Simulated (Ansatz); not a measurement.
# TiCo: response to a stretch of c alone

A series on TiCo: a stretch of c alone, -3 to +3 %; the rest of the cell is held and the atoms relax. Wanted: energy, stress and any gap along the series.

Program: Ansatz 0.2.0. Level of theory: DFT PBEsol, scalar-relativistic, plane waves, PAW. These are calculated values, not measurements.

3 further runs of the same task are left out: 3 set aside as unsound or not needed.

## (1) The structure to begin with

The structure is cubic, space group Pm-3m (No. 221). Conventional cell: a = 2.939 Å, b = 2.939 Å, c = 2.939 Å, α = 90.00°, β = 90.00°, γ = 90.00°. Around Ti (site symmetry m-3m) lie 8 Co at 2.54 Å. Co (site symmetry m-3m) is surrounded by 8 Ti at 2.54 Å.

Structure file:

```cif
data_structure
_symmetry_space_group_name_H-M 'Pm-3m'
_symmetry_Int_Tables_number 221
_cell_length_a 2.9385
_cell_length_b 2.9385
_cell_length_c 2.9385
_cell_angle_alpha 90.000
_cell_angle_beta 90.000
_cell_angle_gamma 90.000
_cell_volume 25.37
loop_
_atom_site_label
_atom_site_type_symbol
_atom_site_symmetry_multiplicity
_atom_site_Wyckoff_symbol
_atom_site_fract_x
_atom_site_fract_y
_atom_site_fract_z
_atom_site_occupancy
Ti1 Ti 1 a 0.00000 0.00000 0.00000 1
Co1 Co 1 b 0.50000 0.50000 0.50000 1
```

It goes back to an entry of the Materials Project, which need not be the stable form.

This cell was relaxed beforehand with the same method: volume 12.69 Å³/atom, gap on the mesh none (metal), site moments up to 0.7 μB.

The unstrained cell was computed beforehand with the same settings: E(σ→0) = -7567.7120 eV for 2 atoms, gap none (metal).

## (2) Strain -1.0 %

The input, input.yaml:

```yaml
crystal:
  lattice:
    - [2.9385074037, 0.0, 0.0]
    - [0.0, 2.9385074037, 0.0]
    - [0.0, 0.0, 2.9091223297]
  atoms:
    - { symbol: Ti, position: [0.0, 0.0, 0.0] }
    - { symbol: Co, position: [0.5, 0.5, 0.5], spin: 0.75 }
basis:
  ecutwfc: 420
kpoints:
  mp_grid: { grid: [18, 18, 18] }
hamiltonian:
  xc: pbesol
scf:
  occupations: { method: gaussian, width: 0.1 }
output:
  forces: true
  stress: true
  eigenvalues: true
  populations: true
magnetization:
  spin_polarized: true
```

Run with:

```bash
ansatz run input.yaml --threads 1 --pin off --max-ram 2560MiB --backend cpu --events-out ev --progress --plain --runs-dir out
```

Log (excerpt; [...] marks lines left out):

```text
Warning: RAYON_NUM_THREADS=1 ignored (pool sized by the plan → 1); use --threads N
[...]
Pseudopotentials: kind: paw
Pseudopotential: Ti, paw, valence charge 12, recommended cutoff 420 eV (normal), Ti.paw.azcp
Pseudopotential: Co, paw, valence charge 17, recommended cutoff 420 eV (normal), Co.paw.azcp
Functional definition: PBEsol
[...]
Crystal: 2 atoms, lattice volume = 25.120 Å³
Basis set: ecut = 420 eV, 477 PW (Γ), exchange–correlation on 40×40×40 points (8 copies of the dense FFT grid, shifted against one another)
Bands: 19, of which v1, the nominal top of the filled ones, is band 15 counted from 1 (14 counted from 0)
Symmetry: 16 space group operations
Space group: P4/mmm (ITA 123), of the structure as read, at distance tolerance 2.9e-5 Å
Magnetic group: BNS 123.339 (UNI 999), of the structure as read, at distance tolerance 2.9e-5 Å
k-points: 550 of 5832
[...]
Starting moments: Σ|m| = 0.75 μB on 1 of 2 sites
[...]
SCF iter   1: F=—  HF=-7567.747748 eV  |F-HF|=—  |Δ(HF+E_count)|=         —  Δρ=8.96e-2 (↑3.75e-2 ↓8.96e-2)  dr2=2.27e0  dr2_m=2.36e-1  M=0.895 μB ∫|m|=1.044 μB  β_m=0.30  ethr=3.10e-3  ⟨swp⟩=3.5  Hψ=79504  notcnv=0
[...]
SCF iter  13: F=-7567.714372 eV  HF=-7567.714372 eV  |F-HF|=5.15e-8  |Δ(HF+E_count)|=   1.04e-9  Δρ=1.14e-5 (↑5.56e-6 ↓1.14e-5)  dr2=5.82e-8  dr2_m=2.36e-9  M=0.700 μB ∫|m|=0.798 μB  ethr=2.07e-10  ⟨swp⟩=3.0  Hψ=46928  notcnv=0
[...]
the search or the solves at the SCF's close seem to have found levels that the self-consistency loop had missed (the run counts 1). By its estimate they hold under 1e-12 electrons; where the run keeps them, the occupations were computed again with them
SCF converged after 13 iterations
Magnetization: 0.6997 μB (14.8498 up, 14.1502 down)
Absolute magnetization: 0.8022 μB (∫|ρ↑−ρ↓|, with the PAW one-centre terms)
Spin contamination: 0.0359 ħ² per cell (⟨S²⟩ above its minimum at these occupations)
Per-site moments (μB) at R_I (Å): [(0.0030096595295853773, 1.0462516724676467), (0.7290841611484599, 1.0462516724676467)]
Free energy (F): -7567.714372 eV
[...]
E sigma→0 (E₀):  -7567.709020 eV
Entropy (-TS):   -0.010703 eV (-5.352 meV/atom)
Fermi energy:    17.675190 eV
[...]
--- Forces (eV/Å), atoms counted from 1 ---
  atom   1  Ti     0.00000000     0.00000000     0.00000000
  atom   2  Co     0.00000000    -0.00000000    -0.00000000
[...]
--- Stress (GPa, compression-positive) ---
        1.954573      -0.000000       0.000000
       -0.000000       1.954573      -0.000000
        0.000000      -0.000000       2.938829
  P = ⅓ Tr σ = 2.2827 GPa (22.827 kbar)
--- Band table (eV; the first three rows and the last of 1100) ---
  k-point 0 ↑: bands = ["-77.6443", "-41.0538", "-41.0501", "-41.0501", "-39.1169", "-15.3144", "-15.3144", "-15.2984", "9.6932", "13.2627", "13.2795", "15.7666", "15.8145", "15.8145", "18.2294", "18.3042", "20.5785", "20.5888", "20.5888"]
[...]
--- Löwdin populations: 2 sites ---
  site symbol       q [e]    m [muB]
     0     Ti     11.8373     0.0084
     1     Co     16.8220     0.7160
  spilling = 0.011749 (of n_electrons = 29.000000)
```

It took 59 s on 1 thread of Intel Xeon Platinum 8259CL at 2.50GHz (Skylake/Cascade Lake), shared host; peak memory 0.74 GiB.

Per atom:

| atom | moment in the atom's sphere (μB) | Löwdin electrons |
| --- | --- | --- |
| Ti1 | 0.00 | 11.84 |
| Co2 | 0.73 | 16.82 |

The Löwdin counts miss 0.34 of the 29 electrons, which the atomic orbitals do not span, so they are no charges.

The cell is held at each strain. Atoms start from the nearest strain of the same sign that is done. Symmetry fixes all atoms here, so a single point is enough.

## (3) The cell strained by +1.0 %

Edit input.yaml of step 2 so:

```diff
@@ -4,3 +4,3 @@
     - [0.0, 2.9385074037, 0.0]
-    - [0.0, 0.0, 2.9091223297]
+    - [0.0, 0.0, 2.9678924778]
   atoms:
```

Run with:

```bash
ansatz run input.yaml --threads 1 --pin off --max-ram 2560MiB --backend cpu --events-out ev --progress --plain --runs-dir out
```

Log (excerpt; [...] marks lines left out):

```text
Warning: RAYON_NUM_THREADS=1 ignored (pool sized by the plan → 1); use --threads N
[...]
[... 4 set-up lines as earlier in the session ...]
[...]
Crystal: 2 atoms, lattice volume = 25.627 Å³
Basis set: ecut = 420 eV, 485 PW (Γ), exchange–correlation on 40×40×40 points (8 copies of the dense FFT grid, shifted against one another)
Bands: 19, of which v1, the nominal top of the filled ones, is band 15 counted from 1 (14 counted from 0)
[... 2 set-up lines as earlier in the session ...]
Magnetic group: BNS 123.339 (UNI 999), of the structure as read, at distance tolerance 2.9e-5 Å
k-points: 550 of 5832
[...]
Starting moments: Σ|m| = 0.75 μB on 1 of 2 sites
[...]
Free energy (F): -7567.715784 eV
[...]
E sigma→0 (E₀):  -7567.710765 eV
Entropy (-TS):   -0.010038 eV (-5.019 meV/atom)
Fermi energy:    17.262055 eV
[...]
--- Forces (eV/Å), atoms counted from 1 ---
  atom   1  Ti     0.00000000     0.00000000     0.00000000
  atom   2  Co     0.00000000    -0.00000000     0.00000000
[...]
--- Stress (GPa, compression-positive) ---
       -0.989283       0.000000       0.000000
        0.000000      -0.989283       0.000000
        0.000000       0.000000      -2.094921
  P = ⅓ Tr σ = -1.3578 GPa (-13.578 kbar)
--- Band table (eV; the first three rows and the last of 1100) ---
  k-point 0 ↑: bands = ["-78.0798", "-41.4861", "-41.4861", "-41.4813", "-39.5545", "-15.7623", "-15.7475", "-15.7475", "9.3611", "12.9352", "12.9499", "15.3798", "15.3798", "15.4250", "17.7872", "17.8581", "20.0982", "20.0982", "20.1086"]
[...]
--- Löwdin populations: 2 sites ---
  site symbol       q [e]    m [muB]
     0     Ti     11.8320    -0.0040
     1     Co     16.8202     0.7805
  spilling = 0.011991 (of n_electrons = 29.000000)
```

Wall time 58 s (1 thread of Intel Xeon Platinum 8259CL at 2.50GHz (Skylake/Cascade Lake), shared host); peak memory 0.75 GiB.

Per atom:

| atom | moment in the atom's sphere (μB) | Löwdin electrons |
| --- | --- | --- |
| Ti1 | -0.01 | 11.83 |
| Co2 | 0.79 | 16.82 |

The Löwdin counts miss 0.35 of the 29 electrons, which the atomic orbitals do not span, so they are no charges.

## (4) The cell strained by -2.0 %

Edit input.yaml of step 3 so:

```diff
@@ -4,3 +4,3 @@
     - [0.0, 2.9385074037, 0.0]
-    - [0.0, 0.0, 2.9678924778]
+    - [0.0, 0.0, 2.8797372557]
   atoms:
```

Run with:

```bash
ansatz run input.yaml --threads 1 --pin off --max-ram 2560MiB --backend cpu --events-out ev --progress --plain --runs-dir out
```

Log (excerpt; [...] marks lines left out):

```text
Warning: RAYON_NUM_THREADS=1 ignored (pool sized by the plan → 1); use --threads N
[...]
[... 4 set-up lines as earlier in the session ...]
[...]
Crystal: 2 atoms, lattice volume = 24.866 Å³
Basis set: ecut = 420 eV, 461 PW (Γ), exchange–correlation on 40×40×40 points (8 copies of the dense FFT grid, shifted against one another)
Bands: 19, of which v1, the nominal top of the filled ones, is band 15 counted from 1 (14 counted from 0)
[... 2 set-up lines as earlier in the session ...]
Magnetic group: BNS 123.339 (UNI 999), of the structure as read, at distance tolerance 2.9e-5 Å
k-points: 550 of 5832
[...]
Starting moments: Σ|m| = 0.75 μB on 1 of 2 sites
[...]
Free energy (F): -7567.707901 eV
[...]
E sigma→0 (E₀):  -7567.702192 eV
Entropy (-TS):   -0.011418 eV (-5.709 meV/atom)
Fermi energy:    17.885166 eV
[...]
--- Forces (eV/Å), atoms counted from 1 ---
  atom   1  Ti     0.00000000     0.00000000     0.00000000
  atom   2  Co     0.00000000    -0.00000000    -0.00000000
[...]
--- Stress (GPa, compression-positive) ---
        3.534538      -0.000000       0.000000
       -0.000000       3.534538      -0.000000
        0.000000      -0.000000       5.221709
  P = ⅓ Tr σ = 4.0969 GPa (40.969 kbar)
--- Band table (eV; the first three rows and the last of 1100) ---
  k-point 0 ↑: bands = ["-77.3859", "-40.8001", "-40.7926", "-40.7926", "-38.8960", "-15.0950", "-15.0950", "-15.0625", "9.8671", "13.4416", "13.4762", "15.9615", "16.0601", "16.0601", "18.4283", "18.5837", "20.8228", "20.8429", "20.8429"]
[...]
--- Löwdin populations: 2 sites ---
  site symbol       q [e]    m [muB]
     0     Ti     11.8379     0.0112
     1     Co     16.8258     0.6434
  spilling = 0.011597 (of n_electrons = 29.000000)
```

It took 68 s on 1 thread of Intel Xeon Platinum 8259CL at 2.50GHz (Skylake/Cascade Lake), shared host; peak memory 0.74 GiB.

Site by site:

| atom | moment in the atom's sphere (μB) | Löwdin electrons |
| --- | --- | --- |
| Ti1 | 0.01 | 11.84 |
| Co2 | 0.66 | 16.83 |

The Löwdin counts miss 0.34 of the 29 electrons, which the atomic orbitals do not span, so they are no charges.

## (5) Strain +2.0 %

Edit input.yaml of step 4 so:

```diff
@@ -4,3 +4,3 @@
     - [0.0, 2.9385074037, 0.0]
-    - [0.0, 0.0, 2.8797372557]
+    - [0.0, 0.0, 2.9972775518]
   atoms:
```

Run with:

```bash
ansatz run input.yaml --threads 1 --pin off --max-ram 2560MiB --backend cpu --events-out ev --progress --plain --runs-dir out
```

Log (excerpt; [...] marks lines left out):

```text
Warning: RAYON_NUM_THREADS=1 ignored (pool sized by the plan → 1); use --threads N
[...]
[... 4 set-up lines as earlier in the session ...]
[...]
Crystal: 2 atoms, lattice volume = 25.881 Å³
Basis set: ecut = 420 eV, 487 PW (Γ), exchange–correlation on 40×40×48 points (8 copies of the dense FFT grid, shifted against one another)
Bands: 19, of which v1, the nominal top of the filled ones, is band 15 counted from 1 (14 counted from 0)
[... 1 set-up line as earlier in the session ...]
Space group: P4/mmm (ITA 123), of the structure as read, at distance tolerance 3.0e-5 Å
Magnetic group: BNS 123.339 (UNI 999), of the structure as read, at distance tolerance 3.0e-5 Å
k-points: 550 of 5832
[...]
Starting moments: Σ|m| = 0.75 μB on 1 of 2 sites
[...]
Free energy (F): -7567.710513 eV
[...]
E sigma→0 (E₀):  -7567.705328 eV
Entropy (-TS):   -0.010369 eV (-5.185 meV/atom)
Fermi energy:    17.058369 eV
[...]
--- Forces (eV/Å), atoms counted from 1 ---
  atom   1  Ti    -0.00000000     0.00000000     0.00000000
  atom   2  Co     0.00000000    -0.00000000    -0.00000000
[...]
--- Stress (GPa, compression-positive) ---
       -2.435849      -0.000000       0.000000
       -0.000000      -2.435849      -0.000000
        0.000000      -0.000000      -4.531094
  P = ⅓ Tr σ = -3.1343 GPa (-31.343 kbar)
--- Band table (eV; the first three rows and the last of 1100) ---
  k-point 0 ↑: bands = ["-78.2700", "-41.6776", "-41.6776", "-41.6669", "-39.7697", "-15.9888", "-15.9604", "-15.9604", "9.2020", "12.7811", "12.8085", "15.1832", "15.1832", "15.2706", "17.5432", "17.6814", "19.8611", "19.8611", "19.8815"]
[...]
--- Löwdin populations: 2 sites ---
  site symbol       q [e]    m [muB]
     0     Ti     11.8285    -0.0114
     1     Co     16.8212     0.7889
  spilling = 0.012080 (of n_electrons = 29.000000)
```

Wall time 60 s (1 thread of Intel Xeon Platinum 8259CL at 2.50GHz (Skylake/Cascade Lake), shared host); peak memory 0.75 GiB.

By site:

| atom | moment in the atom's sphere (μB) | Löwdin electrons |
| --- | --- | --- |
| Ti1 | -0.01 | 11.83 |
| Co2 | 0.80 | 16.82 |

The Löwdin counts miss 0.35 of the 29 electrons, which the atomic orbitals do not span, so they are no charges.

## (6) Strain -3.0 %

Edit input.yaml of step 5 so:

```diff
@@ -4,3 +4,3 @@
     - [0.0, 2.9385074037, 0.0]
-    - [0.0, 0.0, 2.9972775518]
+    - [0.0, 0.0, 2.8503521816]
   atoms:
```

Run with:

```bash
ansatz run input.yaml --threads 1 --pin off --max-ram 2560MiB --backend cpu --events-out ev --progress --plain --runs-dir out
```

Log (excerpt; [...] marks lines left out):

```text
Warning: RAYON_NUM_THREADS=1 ignored (pool sized by the plan → 1); use --threads N
[...]
[... 4 set-up lines as earlier in the session ...]
[...]
Crystal: 2 atoms, lattice volume = 24.612 Å³
Basis set: ecut = 420 eV, 461 PW (Γ), exchange–correlation on 40×40×40 points (8 copies of the dense FFT grid, shifted against one another)
Bands: 19, of which v1, the nominal top of the filled ones, is band 15 counted from 1 (14 counted from 0)
[... 2 set-up lines as earlier in the session ...]
Magnetic group: BNS 123.339 (UNI 999), of the structure as read, at distance tolerance 2.9e-5 Å
k-points: 550 of 5832
[...]
Starting moments: Σ|m| = 0.75 μB on 1 of 2 sites
[...]
Free energy (F): -7567.697787 eV
[...]
E sigma→0 (E₀):  -7567.691838 eV
Entropy (-TS):   -0.011897 eV (-5.949 meV/atom)
Fermi energy:    18.095457 eV
[...]
--- Forces (eV/Å), atoms counted from 1 ---
  atom   1  Ti    -0.00000000     0.00000000     0.00000000
  atom   2  Co     0.00000000     0.00000000     0.00000000
[...]
--- Stress (GPa, compression-positive) ---
        5.173837       0.000000       0.000000
        0.000000       5.173837       0.000000
        0.000000       0.000000       7.575112
  P = ⅓ Tr σ = 5.9743 GPa (59.743 kbar)
--- Band table (eV; the first three rows and the last of 1100) ---
  k-point 0 ↑: bands = ["-77.1085", "-40.5278", "-40.5162", "-40.5162", "-38.6721", "-14.8724", "-14.8724", "-14.8223", "10.0461", "13.6308", "13.6843", "16.1664", "16.3203", "16.3203", "18.6331", "18.8760", "21.0744", "21.1036", "21.1036"]
[...]
--- Löwdin populations: 2 sites ---
  site symbol       q [e]    m [muB]
     0     Ti     11.8382     0.0115
     1     Co     16.8303     0.5507
  spilling = 0.011430 (of n_electrons = 29.000000)
```

Wall time 61 s (1 thread of Intel Xeon Platinum 8259CL at 2.50GHz (Skylake/Cascade Lake), shared host); peak memory 0.74 GiB.

Site by site:

| atom | moment in the atom's sphere (μB) | Löwdin electrons |
| --- | --- | --- |
| Ti1 | 0.01 | 11.84 |
| Co2 | 0.56 | 16.83 |

The Löwdin counts miss 0.33 of the 29 electrons, which the atomic orbitals do not span, so they are no charges.

## (7) Strain +3.0 %

Edit input.yaml of step 6 so:

```diff
@@ -4,3 +4,3 @@
     - [0.0, 2.9385074037, 0.0]
-    - [0.0, 0.0, 2.8503521816]
+    - [0.0, 0.0, 3.0266626258]
   atoms:
```

Run with:

```bash
ansatz run input.yaml --threads 1 --pin off --max-ram 2560MiB --backend cpu --events-out ev --progress --plain --runs-dir out
```

Log (excerpt; [...] marks lines left out):

```text
Warning: RAYON_NUM_THREADS=1 ignored (pool sized by the plan → 1); use --threads N
[...]
[... 4 set-up lines as earlier in the session ...]
[...]
Crystal: 2 atoms, lattice volume = 26.135 Å³
Basis set: ecut = 420 eV, 495 PW (Γ), exchange–correlation on 40×40×48 points (8 copies of the dense FFT grid, shifted against one another)
Bands: 19, of which v1, the nominal top of the filled ones, is band 15 counted from 1 (14 counted from 0)
[... 2 set-up lines as earlier in the session ...]
Magnetic group: BNS 123.339 (UNI 999), of the structure as read, at distance tolerance 3.0e-5 Å
k-points: 550 of 5832
[...]
Starting moments: Σ|m| = 0.75 μB on 1 of 2 sites
[...]
Free energy (F): -7567.701522 eV
[...]
E sigma→0 (E₀):  -7567.696117 eV
Entropy (-TS):   -0.010809 eV (-5.405 meV/atom)
Fermi energy:    16.856065 eV
[...]
--- Forces (eV/Å), atoms counted from 1 ---
  atom   1  Ti    -0.00000000     0.00000000     0.00000000
  atom   2  Co     0.00000000     0.00000000     0.00000000
[...]
--- Stress (GPa, compression-positive) ---
       -3.888367       0.000000       0.000000
        0.000000      -3.888367       0.000000
        0.000000       0.000000      -6.788357
  P = ⅓ Tr σ = -4.8550 GPa (-48.550 kbar)
--- Band table (eV; the first three rows and the last of 1100) ---
  k-point 0 ↑: bands = ["-78.4481", "-41.8576", "-41.8576", "-41.8401", "-39.9821", "-16.2112", "-16.1707", "-16.1707", "9.0469", "12.6350", "12.6740", "14.9966", "14.9966", "15.1232", "17.3063", "17.5084", "19.6293", "19.6293", "19.6590"]
[...]
--- Löwdin populations: 2 sites ---
  site symbol       q [e]    m [muB]
     0     Ti     11.8246    -0.0194
     1     Co     16.8229     0.7882
  spilling = 0.012154 (of n_electrons = 29.000000)
```

It took 59 s on 1 thread of Intel Xeon Platinum 8259CL at 2.50GHz (Skylake/Cascade Lake), shared host; peak memory 0.76 GiB.

Per atom:

| atom | moment in the atom's sphere (μB) | Löwdin electrons |
| --- | --- | --- |
| Ti1 | -0.02 | 11.82 |
| Co2 | 0.80 | 16.82 |

The Löwdin counts miss 0.35 of the 29 electrons, which the atomic orbitals do not span, so they are no charges.

## (8) All strains together

Lengths are those of the vectors of the cell that was run; stresses in GPa:

| strain (%) | ΔE (meV/atom) | a (Å) | b (Å) | c (Å) | σxx | σyy | σzz | moment (μB/cell) |
| --- | --- | --- | --- | --- | --- | --- | --- | --- |
| -3.0 | 10.1 | 2.939 | 2.939 | 2.850 | 5.17 | 5.17 | 7.58 | 0.54 |
| -2.0 | 4.9 | 2.939 | 2.939 | 2.880 | 3.53 | 3.53 | 5.22 | 0.63 |
| -1.0 | 1.5 | 2.939 | 2.939 | 2.909 | 1.95 | 1.95 | 2.94 | 0.70 |
| +0.0 | 0.0 | 2.939 | 2.939 | 2.939 | 0.46 | 0.46 | 0.46 | 0.74 |
| +1.0 | 0.6 | 2.939 | 2.939 | 2.968 | -0.99 | -0.99 | -2.09 | 0.75 |
| +2.0 | 3.4 | 2.939 | 2.939 | 2.997 | -2.44 | -2.44 | -4.53 | 0.75 |
| +3.0 | 8.0 | 2.939 | 2.939 | 3.027 | -3.89 | -3.89 | -6.79 | 0.74 |

ΔE is over the unstrained cell. Stress in GPa, positive in compression, on the Cartesian axes of the input. 

## (9) Outcome

| quantity | value |
| --- | --- |
| largest energy cost | 10.1 meV/atom at -3.0 % |
| (1/V) d²E/dε² at zero strain, cubic fit | 252 GPa |

In words: The curvature of the energy, 252 GPa, is the elastic constant along c at held a and b. Compression by 3 % costs 10.1 meV/atom and stretching 8.0. On this cell's mesh the unstrained reference holds a stress of up to 0.46 GPa.
